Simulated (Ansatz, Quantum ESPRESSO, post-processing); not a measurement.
# BaS(001): dielectric constant from slabs in a field, part 2 of 2

How well do thin films like BaS(001), 5 layers screen a field, with the ions clamped and free?

Quantum ESPRESSO 7.5; plane-wave DFT, LDA, GBRV ultrasoft pseudopotentials; geometry by Ansatz 0.2.0 with PAW datasets.

So far. Step 10 (Electrostatic potential, 5 layers): The slope in the vacuum is 0.100 eV/Å for an applied 0.10 V/Å, as it should be. Step 11 (Geometry from Ansatz, 9 layers): The relaxation lowers the energy by 2 meV an atom.

**14. SCF with pw.x, 9 layers: field 0.1 V/Å**

The input, n9.f1.in:

```
&control
  prefix = 'n9.f1'
  outdir = './out'
  pseudo_dir = './pseudo'
  calculation = 'scf'
  tprnfor = .true.
  tefield = .true.
  dipfield = .true.
/
&system
  ibrav = 0
  nat = 18
  ntyp = 2
  ecutwfc = 40
  ecutrho = 200
  occupations = 'fixed'
  edir = 3
  emaxpos = 0.97
  eopreg = 0.04
  eamp = 0.00194469
/
&electrons
  conv_thr = 1e-10
  mixing_beta = 0.5
  electron_maxstep = 120
/
ATOMIC_SPECIES
  Ba  137.3270  ba_lda_v1.uspp.F.UPF
  S   32.0600  s_lda_v1.4.uspp.F.UPF
CELL_PARAMETERS angstrom
  4.56083873870000 0.00000000000000 0.00000000000000
  0.00000000000000 4.56083873870000 0.00000000000000
  0.00000000000000 0.00000000000000 41.80000000000000
ATOMIC_POSITIONS crystal
  Ba  0.000000000000 0.000000000000 0.194417311581
  S   0.500000000000 0.500000000000 0.194202370842
  Ba  0.500000000000 0.500000000000 0.269460661041
  S   -0.000000000000 0.000000000000 0.269218874147
  Ba  -0.000000000000 0.000000000000 0.346420416794
  S   0.500000000000 0.500000000000 0.346566758509
  Ba  0.500000000000 0.500000000000 0.423219693331
  S   -0.000000000000 0.000000000000 0.423167134044
  Ba  0.000000000000 0.000000000000 0.499999998639
  S   0.500000000000 0.500000000000 0.500000000263
  Ba  0.500000000000 0.500000000000 0.576780304299
  S   0.000000000000 0.000000000000 0.576832865733
  Ba  0.000000000000 0.000000000000 0.653579580978
  S   0.500000000000 0.500000000000 0.653433242559
  Ba  0.500000000000 0.500000000000 0.730539338619
  S   0.000000000000 0.000000000000 0.730781127846
  Ba  0.000000000000 0.000000000000 0.805582686479
  S   0.500000000000 0.500000000000 0.805797634296
K_POINTS automatic
  4 4 1 0 0 0
```

Command:

```
$ OMP_NUM_THREADS=1 mpirun -n 8 pw.x -nk 1 -in n9.f1.in > n9.f1.out
```

The job ended after 2.4 min (8 MPI ranks of Arm Neoverse V2, shared host; peak memory 2.6 GiB).

Numbers from this step:

- free energy: -11601.3073 eV
- dipole along the normal: 0.2707 e·Å
- valence top, on the run's zero: 2.711 eV

**15. Potential by pp.x, 9 layers**

The input, n9.f1.pot.in:

```
&inputpp
  prefix = 'n9.f1'
  outdir = './out'
  filplot = 'n9.f1.pot.dat'
  plot_num = 11
/
```

Command:

```
$ OMP_NUM_THREADS=1 mpirun -n 8 pp.x -in n9.f1.pot.in > n9.f1.pot.out
```

The job ended after 1.3 s (8 MPI ranks; peak memory 0.24 GiB).

This step gave:

| Property | Result |
| --- | --- |
| slope of the potential above | 0.1002 eV/Å |
| upper vacuum line continued to the top atoms, over the valence top | 4.347 eV |
| slope of the potential below | 0.09976 eV/Å |
| lower vacuum line continued to the bottom atoms, over the valence top | 4.145 eV |

The slope in the vacuum is 0.100 eV/Å for an applied 0.10 V/Å, as it should be.

**16. Clamped-ion dielectric constant from the field inside the slab, 9 layers**

This step gave:

```
change of slope in the vacuum : 0.09993 eV/Å
polarisability a cell         : 39.01 Å³
sheet polarisability 4πα/A    : 23.57 Å
change of slope inside        : 0.02012 eV/Å
dielectric constant           : 4.968
```

Running mean over one layer period, set to zero at the slab's centre. Change of the potential energy, second field less first against z:

```tsv
z (Å)	change of the potential energy, second field less first (eV)
0	-0.235
1	-0.629
2	-0.710
3	-0.611
4	-0.512
5	-0.417
6	-0.336
7	-0.282
8	-0.253
9	-0.234
10	-0.217
11	-0.200
12	-0.180
13	-0.159
14	-0.139
15	-0.118
16	-0.0985
17	-0.0786
18	-0.0584
19	-0.0383
20	-0.0182
21	0.00203
22	0.0222
23	0.0423
24	0.0625
25	0.0825
26	0.102
27	0.122
28	0.143
29	0.163
30	0.184
31	0.203
32	0.221
33	0.238
34	0.257
35	0.291
36	0.352
37	0.438
38	0.535
39	0.633
40	0.540
41	0.138
```

ε = 0.0999 / 0.0201 = 4.97.

**17. By thickness**

The sheet polarisability 4πα/A by layers:

```tsv
layers	sheet polarisability 4πα/A (Å)
5.00	13.3
9.00	23.6
```

The dielectric constant by layers:

```tsv
layers	dielectric constant
5.00	4.93
9.00	4.97
```

**18. Ground state, 5 layers, with mixing_mode = plain, mixing_beta = 0.2, electron_maxstep = 60 and conv_thr = 0.0001**

How much does a setting matter? One run is repeated with a change.

The input, n5.f1.w0.in:

```
&control
  prefix = 'n5.f1.w0'
  outdir = './out'
  pseudo_dir = './pseudo'
  calculation = 'scf'
  tprnfor = .true.
  tefield = .true.
  dipfield = .true.
/
&system
  ibrav = 0
  nat = 10
  ntyp = 2
  ecutwfc = 40
  ecutrho = 200
  occupations = 'fixed'
  edir = 3
  emaxpos = 0.97
  eopreg = 0.04
  eamp = 0.00194469
/
&electrons
  conv_thr = 0.0001
  mixing_beta = 0.2
  electron_maxstep = 60
  mixing_mode = 'plain'
/
ATOMIC_SPECIES
  Ba  137.3270  ba_lda_v1.uspp.F.UPF
  S   32.0600  s_lda_v1.4.uspp.F.UPF
CELL_PARAMETERS angstrom
  4.56083873870000 0.00000000000000 0.00000000000000
  0.00000000000000 4.56083873870000 0.00000000000000
  0.00000000000000 0.00000000000000 28.90000000000000
ATOMIC_POSITIONS crystal
  Ba  -0.000000000000 0.000000000000 0.280164965952
  S   0.500000000000 0.500000000000 0.279807064670
  Ba  0.500000000000 0.500000000000 0.388672194954
  S   -0.000000000000 0.000000000000 0.388408352514
  Ba  0.000000000000 0.000000000000 0.499999995996
  S   0.500000000000 0.500000000000 0.500000002911
  Ba  0.500000000000 0.500000000000 0.611327799255
  S   0.000000000000 0.000000000000 0.611591653419
  Ba  0.000000000000 0.000000000000 0.719835029236
  S   0.500000000000 0.500000000000 0.720192941093
K_POINTS automatic
  4 4 1 0 0 0
```

Command:

```
$ OMP_NUM_THREADS=1 mpirun -n 8 pw.x -nk 1 -in n5.f1.w0.in > n5.f1.w0.out
```

Run time: 24 s. Hardware: 8 MPI ranks; peak memory 1.7 GiB.

The changed values were drawn from a wide range, not chosen for quality; the comparison shows what they did here together.

Beside the run it was changed from:

```tsv
quantity	this run	unchanged run	difference
dipole along the normal (e·Å)	0.1696	0.1529	0.017
free energy (eV)	-6444.675	-6444.676	8.1e-4
wall time (s)	24	49	
SCF iterations	9	17
```

The free energy moves by +0.081 meV an atom.

Of the changes, the loose conv_thr is the one that can move converged levels.

The physical values in this table move by up to 11 %.

**19. A check by hand**

A slab of thickness t takes t(1 − 1/ε) off the field's path. Four layers: (23.568 − 13.305) / 12.838 = 0.7995, so ε = 1/(1 − 0.7995) = 4.99.

**20. Outcome**

| Item | Value |
| --- | --- |
| clamped-ion dielectric constant, 5 layers | 4.93 |
| clamped-ion dielectric constant, 9 layers | 4.97 |
| sheet polarisability, 5 layers | 13.3 Å |
| sheet polarisability, 9 layers | 23.6 Å |

The electronic dielectric constant inside comes to 4.97; the relaxed-ion value was not obtained, because the relaxations did not both finish (LDA, GBRV ultrasoft). Four more layers add 12.84 Å and 10.26 Å of sheet polarisability; 1 − 1/ε = 0.799 then gives ε = 4.99 for the interior, free of the surfaces. The cubic lattice constant was set to 6.45 Å, near the PBE value. These functionals tend to put the electronic constant too high, and five layers have little bulk-like interior.

[Logs are printed without paths, hosts, clocks, repeated set-up lines and the standing remarks that a program may print on its own settings, such as how far it seeks lower states.]

[Hosts, paths, dates, database ids (printed as entryN), source tags and the programs' standing remarks are cut or masked in the printed files.]

[Maps of the electrostatic potential energy from Ansatz leave out the sawtooth potential of an applied field or a dipole correction, so their vacuum need not be flat; planar profiles and work functions include it.]
